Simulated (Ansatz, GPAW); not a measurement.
# An Ir chain with a B atom on top of one atom: relaxation, then transmission at several levels

Aim: the conductance of an Ir chain with a B atom on top of one atom after relaxation, and whether geometry, basis or functional moves it most.

Calculated with GPAW 26.7.0 and Ansatz 0.2.0; Ansatz plane waves; relaxation of the junction with the lead ends held; PAW set soft_1, in the first sound run; inputs show where later runs differ.

**1. Set-up**

The cell holds 18 atoms: 17 Ir and 1 B. Cell: a = 9.000 Å, b = 9.000 Å, c = 39.100 Å, α = 90.0°, β = 90.0°, γ = 90.0°. Regions: left lead, 8 atoms (8 Ir); channel, 2 atoms (1 Ir and 1 B); right lead, 8 atoms (8 Ir). Vacuum lies along a and b. The structure is stacked along c, and the current runs across the ab planes.

**2. Relaxing the atoms**

Transmission follows bond lengths closely, so the atoms between the held lead ends are relaxed first, from a slightly shaken start that lets symmetry break.

Input file input.yaml:

```yaml
crystal:
  lattice:
    - [9.0, 0.0, 0.0]
    - [0.0, 9.0, 0.0]
    - [0.0, 0.0, 39.1]
  atoms:
    - { symbol: Ir, position: [0.5, 0.5, 0.0294117647] }
    - { symbol: Ir, position: [0.5, 0.5, 0.0882352941] }
    - { symbol: Ir, position: [0.5, 0.5, 0.1470588235] }
    - { symbol: Ir, position: [0.5, 0.5, 0.2058823529] }
    - { symbol: Ir, position: [0.5, 0.5, 0.2647058824] }
    - { symbol: Ir, position: [0.5, 0.5, 0.3235294118] }
    - { symbol: Ir, position: [0.4985588666, 0.4962330108, 0.3828699568] }
    - { symbol: Ir, position: [0.4963072847, 0.5067130519, 0.441885508] }
    - { symbol: Ir, position: [0.4988024569, 0.5019017191, 0.5012365134] }
    - { symbol: B, position: [0.7106243427, 0.4969224511, 0.5008171921] }
    - { symbol: Ir, position: [0.5017258021, 0.4990681632, 0.5596615331] }
    - { symbol: Ir, position: [0.5016892477, 0.5035874695, 0.6172435557] }
    - { symbol: Ir, position: [0.5, 0.5, 0.6764705882] }
    - { symbol: Ir, position: [0.5, 0.5, 0.7352941176] }
    - { symbol: Ir, position: [0.5, 0.5, 0.7941176471] }
    - { symbol: Ir, position: [0.5, 0.5, 0.8529411765] }
    - { symbol: Ir, position: [0.5, 0.5, 0.9117647059] }
    - { symbol: Ir, position: [0.5, 0.5, 0.9705882353] }
kpoints:
  mp_grid: { grid: [1, 1, 2] }
hamiltonian:
  xc: pbe
  pseudopotentials: { kind: paw, azcp: { folder: soft_1 } }
scf:
  occupations: { method: fermi_dirac, width: 0.1 }
relax:
  f_tol: 0.03
  max_steps: 80
  constraints: [{ sites: [0, 1, 2, 3, 4, 5, 12, 13, 14, 15, 16, 17] }]
```

Command:

```bash
$ ansatz run input.yaml --threads 4 --pin off --max-ram 8192MiB --backend cpu --events-out ev --progress --plain --runs-dir out
```

Numbers of over 12 decimals in the logs are rounded to 6 here.

The program printed:

```text
Engine: ansatz 0.2.0, x86_64-unknown-linux-gnu
Pseudopotentials: kind: paw
Pseudopotential: Ir, paw, valence charge 17, recommended cutoff 420 eV (normal), soft_1/Ir.paw.azcp
Pseudopotential: B, paw, valence charge 3, recommended cutoff 420 eV (normal), soft_1/B.paw.azcp
Functional definition: PBE
  parameter kappa = 0.804
  parameter beta = 0.066725
  exchange = pbe_x(kappa = kappa, mu = beta*pi^2/3)
  correlation = pbe_c(beta = beta)
Crystal: 18 atoms, lattice volume = 3167.100 Å³
Basis set: ecut = 420 eV, 61855 PW (Γ), exchange–correlation on 128×128×540 points (8 copies of the dense FFT grid, shifted against one another)
Bands: 176, of which v1, the nominal top of the filled ones, is band 146 counted from 1 (145 counted from 0)
Symmetry: 1 space group operations
Space group: P1 (ITA 1), of the structure as read, at distance tolerance 1.5e-4 Å
k-points: 2
Non-local potential: Ir, projectors of the file, l = 0: 3, l = 1: 2, l = 2: 2, l = 3: 1
Non-local potential: B, projectors of the file, l = 0: 2, l = 1: 2, l = 2: 1
PAW form: soft (Blöchl's): semilocal exchange-correlation on the pseudo side does not see the compensation charge
PAW one-centre angular grid: Ir, 590 points (default); XC on 64 Gauss nodes
PAW one-centre angular grid: B, 110 points (default); XC on 64 Gauss nodes
Initial density: superposition of atomic densities (neutral atoms: chi_scale 0, normalization atom)
Initial wavefunctions: pseudopotential atomic-orbital guess
Functional: x = pbe(κ = 0.804, μ = 0.219515), c = pbe(β = 0.066725)
SCF iter   1: F=—  HF=-203018.989182 eV  |F-HF|=—  |Δ(HF+E_count)|=         —  Δρ=2.14e-2  dr2=1.18e1  ethr=3.10e-3  ⟨swp⟩=7.0  Hψ=1334  notcnv=0
preconditioner: auto → LDOS  [metal: Δε(μ)=0.182 eV  Ē_g=3.949 eV  σ=0.100 eV  W_gap=0.41  n_scr=330 (ndim 8)  ℏωp=8.2 eV  f_vac=0.745  D(μ)=46.59/eV (n_scr^D=248)  β→1.0]
SCF iter   2: F=—  HF=-203016.368350 eV  |F-HF|=—  |Δ(HF+E_count)|=    2.62e0  Δρ=1.00e-2  dr2=9.23e0  ethr=3.10e-3  ⟨swp⟩=3.0  Hψ=705  notcnv=0  defer=5
SCF iter   3: F=—  HF=-203015.895195 eV  |F-HF|=—  |Δ(HF+E_count)|=   4.73e-1  Δρ=3.44e-3  dr2=5.58e-1  ethr=3.10e-3  ⟨swp⟩=2.5  Hψ=702  notcnv=0  defer=4
SCF iter   4: F=—  HF=-203015.827587 eV  |F-HF|=—  |Δ(HF+E_count)|=   6.76e-2  Δρ=1.16e-3  dr2=7.50e-2  ethr=1.91e-4  ⟨swp⟩=2.0  Hψ=670  notcnv=0  defer=6
SCF iter   5: F=—  HF=-203015.820998 eV  |F-HF|=—  |Δ(HF+E_count)|=   6.59e-3  Δρ=4.28e-4  dr2=1.18e-2  ethr=2.57e-5  ⟨swp⟩=2.0  Hψ=614  notcnv=0  defer=6
SCF iter   6: F=—  HF=-203015.821767 eV  |F-HF|=—  |Δ(HF+E_count)|=   7.69e-4  Δρ=2.04e-4  dr2=2.53e-3  ethr=4.06e-6  ⟨swp⟩=2.0  Hψ=509  notcnv=0  defer=6
SCF iter   7: F=—  HF=-203015.821681 eV  |F-HF|=—  |Δ(HF+E_count)|=   8.61e-5  Δρ=5.46e-5  dr2=3.62e-4  ethr=8.67e-7  ⟨swp⟩=2.0  Hψ=395  notcnv=0  defer=6
SCF iter   8: F=—  HF=-203015.821718 eV  |F-HF|=—  |Δ(HF+E_count)|=   3.71e-5  Δρ=3.07e-5  dr2=6.75e-5  ethr=1.24e-7  ⟨swp⟩=1.0  Hψ=346  notcnv=0  defer=6
SCF iter   9: F=-203015.821716 eV  HF=-203015.821722 eV  |F-HF|=5.37e-6  |Δ(HF+E_count)|=   3.86e-6  Δρ=1.01e-5  dr2=6.94e-6  ethr=7.71e-9  ⟨swp⟩=4.0  Hψ=1091  notcnv=0
SCF 1 converged in 9 iterations: F = -203015.821716 eV  dr2 = 6.94e-6
  greatest PAW one-centre occupation: 1.000 electrons in one spin orbital (limit 2), on the Ir atom at site 8 (counted from 0), in its partial waves of l = 0
relax step   1: F+E_penalty+E_count = -203015.82171615 eV  Δ(F+E_penalty+E_count) = +0.000e0 eV  max|allowed force component| = 1.753e0 eV/Å  Δτ_max = 0.0000 Å  (9 SCF iters, dr2 threshold 2.25e-5 eV, accepted)
Initial density: handed on by an earlier stage of this run
Initial wavefunctions: those handed on with the density
iter 1 solved again at ethr=2.19e-4 eV; its pass at ethr=3.10e-3 eV (dr2=6.41e-1 eV) is discarded
SCF iter   1: F=—  HF=-203016.343433 eV  |F-HF|=—  |Δ(HF+E_count)|=         —  Δρ=4.93e-3  dr2=7.32e-1  ethr=2.19e-4  ⟨swp⟩=2.0  Hψ=1145  notcnv=0  defer=4
eigensolver tolerance schedule calibrated: the retry pair's looser diagonalisation under-reported the residual by θ = 0.13 (0.11/decade); ethr = c·dr2/N_el runs at the constant in force after the calibration composes with the one it found (an armed cap, an earlier calibration), c = 8.4e-2
preconditioner: auto → LDOS  [metal: Δε(μ)=0.004 eV  Ē_g=3.714 eV  σ=0.100 eV  W_gap=0.01  n_scr=330 (ndim 8)  ℏωp=8.2 eV  f_vac=0.761  D(μ)=56.18/eV (n_scr^D=322)  β→1.0]
SCF iter   2: F=—  HF=-203016.293024 eV  |F-HF|=—  |Δ(HF+E_count)|=   5.04e-2  Δρ=2.66e-3  dr2=2.51e-1  ethr=2.12e-4  ⟨swp⟩=2.0  Hψ=672  notcnv=0  defer=4
SCF iter   3: F=—  HF=-203016.247698 eV  |F-HF|=—  |Δ(HF+E_count)|=   4.53e-2  Δρ=8.61e-4  dr2=4.00e-2  ethr=7.25e-5  ⟨swp⟩=2.0  Hψ=752  notcnv=0  defer=5
SCF iter   4: F=—  HF=-203016.244475 eV  |F-HF|=—  |Δ(HF+E_count)|=   3.22e-3  Δρ=2.45e-4  dr2=4.04e-3  ethr=1.16e-5  ⟨swp⟩=2.0  Hψ=418  notcnv=0  defer=5
SCF iter   5: F=—  HF=-203016.244212 eV  |F-HF|=—  |Δ(HF+E_count)|=   2.63e-4  Δρ=8.86e-5  dr2=5.27e-4  ethr=1.17e-6  ⟨swp⟩=2.0  Hψ=566  notcnv=0  defer=5
SCF iter   6: F=—  HF=-203016.244255 eV  |F-HF|=—  |Δ(HF+E_count)|=   4.24e-5  Δρ=3.74e-5  dr2=1.02e-4  ethr=1.53e-7  ⟨swp⟩=2.0  Hψ=511  notcnv=0  defer=5
SCF iter   7: F=-203016.244249 eV  HF=-203016.244268 eV  |F-HF|=1.95e-5  |Δ(HF+E_count)|=   1.37e-5  Δρ=1.76e-5  dr2=2.40e-5  ethr=2.89e-8  ⟨swp⟩=2.5  Hψ=1025  notcnv=0
SCF 2 converged in 7 iterations: F = -203016.244249 eV  dr2 = 2.40e-5
relax step   2: F+E_penalty+E_count = -203016.24424877 eV  Δ(F+E_penalty+E_count) = -4.225e-1 eV  max|allowed force component| = 1.117e0 eV/Å  Δτ_max = 0.1776 Å  (7 SCF iters, dr2 threshold 1.00e-4 eV, accepted)
iter 1 solved again at ethr=2.39e-4 eV; its pass at ethr=3.10e-3 eV (dr2=6.96e-1 eV) is discarded
SCF iter   1: F=—  HF=-203016.809988 eV  |F-HF|=—  |Δ(HF+E_count)|=         —  Δρ=5.05e-3  dr2=1.06e0  ethr=2.39e-4  ⟨swp⟩=1.0  Hψ=1184  notcnv=0  defer=4
eigensolver tolerance schedule calibrated: the retry pair's looser diagonalisation under-reported the residual by θ = 0.34 (0.31/decade); ethr = c·dr2/N_el runs at the constant in force after the calibration composes with the one it found (an armed cap, an earlier calibration), c = 1.1e-2
preconditioner: auto → LDOS  [metal: Δε(μ)=0.015 eV  Ē_g=3.713 eV  σ=0.100 eV  W_gap=0.04  n_scr=330 (ndim 8)  ℏωp=8.2 eV  f_vac=0.761  D(μ)=55.52/eV (n_scr^D=322)  β→1.0]
SCF iter   2: F=—  HF=-203016.730766 eV  |F-HF|=—  |Δ(HF+E_count)|=   7.92e-2  Δρ=2.16e-3  dr2=1.52e-1  ethr=3.87e-5  ⟨swp⟩=3.0  Hψ=829  notcnv=0  defer=4
SCF iter   3: F=—  HF=-203016.712680 eV  |F-HF|=—  |Δ(HF+E_count)|=   1.81e-2  Δρ=9.92e-4  dr2=6.71e-2  ethr=5.57e-6  ⟨swp⟩=3.0  Hψ=855  notcnv=0  defer=4
SCF iter   4: F=—  HF=-203016.706241 eV  |F-HF|=—  |Δ(HF+E_count)|=   6.44e-3  Δρ=3.96e-4  dr2=9.19e-3  ethr=2.46e-6  ⟨swp⟩=2.0  Hψ=645  notcnv=0  defer=4
SCF iter   5: F=—  HF=-203016.705226 eV  |F-HF|=—  |Δ(HF+E_count)|=   1.01e-3  Δρ=1.26e-4  dr2=9.33e-4  ethr=3.37e-7  ⟨swp⟩=2.0  Hψ=649  notcnv=0  defer=4
SCF iter   6: F=—  HF=-203016.705207 eV  |F-HF|=—  |Δ(HF+E_count)|=   1.84e-5  Δρ=6.22e-5  dr2=2.77e-4  ethr=3.42e-8  ⟨swp⟩=3.0  Hψ=708  notcnv=0  defer=4
SCF iter   7: F=-203016.705187 eV  HF=-203016.705241 eV  |F-HF|=5.40e-5  |Δ(HF+E_count)|=   3.38e-5  Δρ=3.12e-5  dr2=6.52e-5  ethr=2.86e-9  ⟨swp⟩=2.0  Hψ=1171  notcnv=0
SCF 3 converged in 7 iterations: F = -203016.705187 eV  dr2 = 6.52e-5
relax step   3: F+E_penalty+E_count = -203016.70518730 eV  Δ(F+E_penalty+E_count) = -4.609e-1 eV  max|allowed force component| = 1.420e0 eV/Å  Δτ_max = 0.1966 Å  (7 SCF iters, dr2 threshold 7.80e-5 eV, accepted)
[... from here on, the SCF cycles and remarks between the steps are left out ...]
relax step   4: F+E_penalty+E_count = -203017.22727561 eV  Δ(F+E_penalty+E_count) = -5.221e-1 eV  max|allowed force component| = 1.167e0 eV/Å  Δτ_max = 0.1946 Å  (7 SCF iters, dr2 threshold 1.00e-4 eV, accepted)
relax step   5: F+E_penalty+E_count = -203017.47438955 eV  Δ(F+E_penalty+E_count) = -2.471e-1 eV  max|allowed force component| = 6.751e-1 eV/Å  Δτ_max = 0.1947 Å  (7 SCF iters, dr2 threshold 1.00e-4 eV, accepted)
relax step   6: F+E_penalty+E_count = -203017.63694979 eV  Δ(F+E_penalty+E_count) = -1.626e-1 eV  max|allowed force component| = 6.946e-1 eV/Å  Δτ_max = 0.1999 Å  (7 SCF iters, dr2 threshold 1.00e-4 eV, accepted)
relax step   7: F+E_penalty+E_count = -203017.71767718 eV  Δ(F+E_penalty+E_count) = -8.073e-2 eV  max|allowed force component| = 5.570e-1 eV/Å  Δτ_max = 0.1939 Å  (8 SCF iters, dr2 threshold 1.00e-4 eV, accepted)
relax step   8: F+E_penalty+E_count = -203017.77439855 eV  Δ(F+E_penalty+E_count) = -5.672e-2 eV  max|allowed force component| = 3.636e-1 eV/Å  Δτ_max = 0.2000 Å  (7 SCF iters, dr2 threshold 1.00e-4 eV, accepted)
relax step   9: F+E_penalty+E_count = -203017.79950639 eV  Δ(F+E_penalty+E_count) = -2.511e-2 eV  max|allowed force component| = 1.809e-1 eV/Å  Δτ_max = 0.2000 Å  (7 SCF iters, dr2 threshold 5.64e-5 eV, accepted)
relax step  10: F+E_penalty+E_count = -203017.80541563 eV  Δ(F+E_penalty+E_count) = -5.909e-3 eV  max|allowed force component| = 7.914e-2 eV/Å  Δτ_max = 0.1068 Å  (8 SCF iters, dr2 threshold 8.10e-6 eV, accepted)
relax step  11: F+E_penalty+E_count = -203017.80715212 eV  Δ(F+E_penalty+E_count) = -1.736e-3 eV  max|allowed force component| = 2.027e-2 eV/Å  Δτ_max = 0.0501 Å  (7 SCF iters, dr2 threshold 1.20e-6 eV, accepted)
iter 1 solved again at ethr=3.26e-10 eV; its pass at ethr=3.10e-3 eV (dr2=9.53e-7 eV) is discarded
SCF iter   1: F=—  HF=-203017.807128 eV  |F-HF|=—  |Δ(HF+E_count)|=         —  Δρ=4.25e-6  dr2=9.59e-7  ethr=3.26e-10  ⟨swp⟩=1.0  Hψ=828  notcnv=0  defer=2
preconditioner: auto → LDOS  [metal: Δε(μ)=0.009 eV  Ē_g=3.571 eV  σ=0.100 eV  W_gap=0.02  n_scr=330 (ndim 8)  ℏωp=8.2 eV  f_vac=0.760  D(μ)=54.62/eV (n_scr^D=320)  β→1.0]
SCF iter   2: F=—  HF=-203017.807153 eV  |F-HF|=—  |Δ(HF+E_count)|=   2.45e-5  Δρ=3.85e-6  dr2=5.39e-7  ethr=3.26e-10  ⟨swp⟩=2.0  Hψ=521  notcnv=0  defer=2
SCF iter   3: F=—  HF=-203017.807153 eV  |F-HF|=—  |Δ(HF+E_count)|=   7.31e-8  Δρ=1.68e-6  dr2=1.42e-7  ethr=1.85e-10  ⟨swp⟩=2.0  Hψ=483  notcnv=0  defer=2
SCF iter   4: F=-203017.807153 eV  HF=-203017.807153 eV  |F-HF|=2.21e-8  |Δ(HF+E_count)|=   4.34e-9  Δρ=7.01e-7  dr2=2.88e-8  ethr=3.42e-11  ⟨swp⟩=3.5  Hψ=900  notcnv=0
SCF 12 converged in 4 iterations: F = -203017.807153 eV  dr2 = 2.88e-8
relax step  12: F+E_penalty+E_count = -203017.80715286 eV  Δ(F+E_penalty+E_count) = -7.346e-7 eV  max|allowed force component| = 2.038e-2 eV/Å  Δτ_max = 0.0000 Å  (4 SCF iters, accepted)
SCF converged after 4 iterations
Free energy (F): -203017.807153 eV
Harris-Foulkes:  -203017.807153 eV  (|F-HF|=2.21e-8)
Internal energy: -203016.087336 eV  (E = F + TS)
E sigma→0 (E₀):  -203016.947244 eV
Entropy (-TS):   -1.719817 eV (-95.545 meV/atom)
Fermi energy:    -3.356480 eV
--- Per-component energies (eV) ---
  E_band       = -9323.996320
  E_kinetic    = 9176.666180
  E_local      = -90956.761459  (includes V_loc(G=0)·N_el)
  E_nonlocal   = 3284.016983
  E_hartree    = 39132.842793
  E_xc         = -3870.131836
  E_vxc        = -4293.508903  (∫ρ·V_xc dr)
  E_paw        = -157601.775374  (= ΣΔE_a)
  E_vpaw       = -4800.100301  (= ΣTr[D̂ρ^β])
  E_aug_tail   = 0.006186  (compensation charges beyond the density's cutoff)
  E_ewald      = -2180.950809
  E_smearing   = -1.719817  (= −TS)
  E_closure    = 0.000000  (closes the sum)
  Σ components = -203017.807153   (vs F -203017.807153, Δ=0.00e0)
--- Forces (eV/Å), atoms counted from 1 ---
  atom   1  Ir    -0.00627596    -0.01589132     0.06045090
  atom   2  Ir    -0.00665748    -0.01189254    -0.00346523
  atom   3  Ir     0.02247778     0.02543872    -0.15238170
  atom   4  Ir    -0.01730639    -0.00471524     0.18239012
  atom   5  Ir    -0.05835710    -0.09929924     0.46246876
  atom   6  Ir     0.05845857     0.10629599     1.43616568
  atom   7  Ir     0.00085091     0.00730162     0.00023724
  atom   8  Ir     0.01695292    -0.01633256    -0.00705461
  atom   9  Ir    -0.00333794    -0.00463241    -0.00122321
  atom  10  B     -0.00737395    -0.00214786    -0.00409093
  atom  11  Ir    -0.00283011     0.02037504     0.01570240
  atom  12  Ir    -0.00894068    -0.00537363    -0.01795369
  atom  13  Ir     0.10685803     0.06289129    -1.43559040
  atom  14  Ir    -0.08063325    -0.07469340    -0.45376521
  atom  15  Ir    -0.01871500    -0.01288439    -0.17117994
  atom  16  Ir     0.02536215     0.03633493     0.14945105
  atom  17  Ir    -0.01403456    -0.00857152    -0.00903231
  atom  18  Ir    -0.00656739    -0.00223026    -0.05110358
  max |Σ_I F_I| component: 6.94e-5 eV/Å
--- Relaxed structure (12 steps of the walk, 12 accepted, 0 SCFs on fresh bases) ---
  F+E_penalty+E_count = -203017.80715286 eV   max|allowed force component| = 2.038e-2 eV/Å
  atoms:
    - { symbol: Ir, position: [0.5, 0.5, 0.029412] }
    - { symbol: Ir, position: [0.5, 0.5, 0.088235] }
    - { symbol: Ir, position: [0.5, 0.5, 0.147059] }
    - { symbol: Ir, position: [0.5, 0.5, 0.2058823529] }
    - { symbol: Ir, position: [0.5, 0.5, 0.2647058824] }
    - { symbol: Ir, position: [0.5, 0.5, 0.323529] }
    - { symbol: Ir, position: [0.469394, 0.452538, 0.384848] }
    - { symbol: Ir, position: [0.493014, 0.520114, 0.445316] }
    - { symbol: Ir, position: [0.359977, 0.494917, 0.500210] }
    - { symbol: B, position: [0.567732, 0.477098, 0.498656] }
    - { symbol: Ir, position: [0.495850, 0.514664, 0.554213] }
    - { symbol: Ir, position: [0.460105, 0.462117, 0.615112] }
    - { symbol: Ir, position: [0.5, 0.5, 0.676471] }
    - { symbol: Ir, position: [0.5, 0.5, 0.735294] }
    - { symbol: Ir, position: [0.5, 0.5, 0.794118] }
    - { symbol: Ir, position: [0.5, 0.5, 0.852941] }
    - { symbol: Ir, position: [0.5, 0.5, 0.911765] }
    - { symbol: Ir, position: [0.5, 0.5, 0.970588] }
```

The job ended after 2.3 min (4 threads of Intel Xeon Platinum 8488C (Sapphire Rapids), shared host; peak memory 4.8 GiB).

The steps of the relaxation:

```csv
step,energy less that of the first step (eV),largest force component (eV/Å)
1,0.0000,1.7525
2,-0.4225,1.1170
3,-0.8835,1.4200
4,-1.4056,1.1665
5,-1.6527,0.6751
6,-1.8152,0.6946
7,-1.8960,0.5570
8,-1.9527,0.3636
9,-1.9778,0.1809
10,-1.9837,0.0791
11,-1.9854,0.0203
12,-1.9854,0.0204
```

The atoms that moved most (Å):

```csv
atom,dx,dy,dz,length
B10,-1.286,-0.178,-0.084,1.301
Ir9,-1.249,-0.063,-0.040,1.252
Ir12,-0.374,-0.373,-0.083,0.535
Ir7,-0.262,-0.393,0.077,0.479
Ir11,-0.053,0.140,-0.213,0.261
Ir8,-0.030,0.121,0.134,0.183
```

This step gave:

| Quantity | Value |
| --- | --- |
| free energy | -203017.8072 eV |
| smearing term TS | 1.720 eV |
| symmetry operations | 1 |

The relaxation lowered the energy of the cell by 1.99 eV.

[end of part 1 of 3]

[Logs are printed without paths, hosts, clocks, repeated set-up lines and the standing remarks that a program may print on its own settings, such as how far it seeks lower states.]

[Hosts, paths, dates, database ids (printed as entryN), source tags and the programs' standing remarks are cut or masked in the printed files.]
